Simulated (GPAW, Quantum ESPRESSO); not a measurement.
The Zn K edge of atom 1 in ZnO (zincite, P6_3mc), with 4 O at 1.97 Å (tetrahedral, site symmetry 3m), was computed in 2 ways: full core hole (charged cell) and no core hole. Program and functional: Quantum ESPRESSO XSpectra, LDA, Lorentzian half width 0.83 eV up to 4 eV, rising linearly to 1.75 eV at 25 eV (not a setting of the program: the run's 0.4 eV curve was folded afterwards with a further Lorentzian); cells of 4 and 12 atoms (the run without a hole in the smaller).

Each run is counted from its own lowest empty level or Fermi level and scaled to a mean of 1 over its first 20 eV. (XSpectra's own axis starts at xe0, in the gap; it has been shifted.)

| E (eV) | run 1 | run 2 |
| --- | --- | --- |
| -2.0 | 0.07 | 0.06 |
| -1.0 | 0.08 | 0.07 |
| 0.0 | 0.10 | 0.08 |
| 1.0 | 0.13 | 0.11 |
| 2.0 | 0.19 | 0.15 |
| 3.0 | 0.30 | 0.22 |
| 4.0 | 0.55 | 0.32 |
| 5.0 | 0.83 | 0.46 |
| 6.0 | 1.05 | 0.55 |
| 7.0 | 1.22 | 0.70 |
| 8.0 | 1.35 | 0.84 |
| 9.0 | 1.46 | 1.02 |
| 10.0 | 1.70 | 1.35 |
| 11.0 | 1.87 | 1.64 |
| 12.0 | 1.74 | 1.96 |
| 13.0 | 1.35 | 2.06 |
| 14.0 | 1.18 | 1.80 |
| 15.0 | 1.03 | 1.56 |
| 16.0 | 0.87 | 1.27 |
| 17.0 | 0.82 | 1.13 |
| 18.0 | 0.84 | 1.09 |
| 19.0 | 0.96 | 1.12 |
| 20.0 | 1.08 | 1.25 |
| 21.0 | 1.14 | 1.37 |
| 22.0 | 1.12 | 1.42 |
| 23.0 | 1.06 | 1.37 |
| 24.0 | 1.02 | 1.37 |
| 25.0 | 0.97 | 1.42 |
| 26.0 | 0.92 | 1.39 |
| 27.0 | 0.88 | 1.34 |
| 28.0 | 0.87 | 1.30 |
| 29.0 | 0.88 | 1.27 |
| 30.0 | 0.88 | 1.23 |
| 31.0 | 0.85 | 1.23 |
| 32.0 | 0.79 | 1.19 |

Which run is which?

Run 1: full core hole (charged cell) (area from −2 to 6 eV 2.7, main maxima 11.4 eV (1.90) and 21.3 eV (1.14)). Run 2: no core hole (area from −2 to 6 eV 1.7, main maxima 12.7 eV (2.08), 22.0 eV (1.42) and 25.2 eV (1.42)). With each curve scaled to its own mean, the area from −2 to 6 eV with the hole is 2.7 against 1.7, and the centre of weight from −1 to 20 eV moves by -1.3 eV: the hole pulls the absorber's empty states down.

[Hosts, paths, dates, database ids (printed as entryN), source tags and the programs' standing remarks are cut or masked in the printed files.]

[Lists of maxima count a maximum above −3 eV only where it reaches 4 % of the highest in the window and stands out from its surroundings by 2 % of it (1.5 % where it reaches 55 %); shoulders and weaker maxima are passed over, and of the rest the first, up to two pre-edge ones and the few strongest are named.]
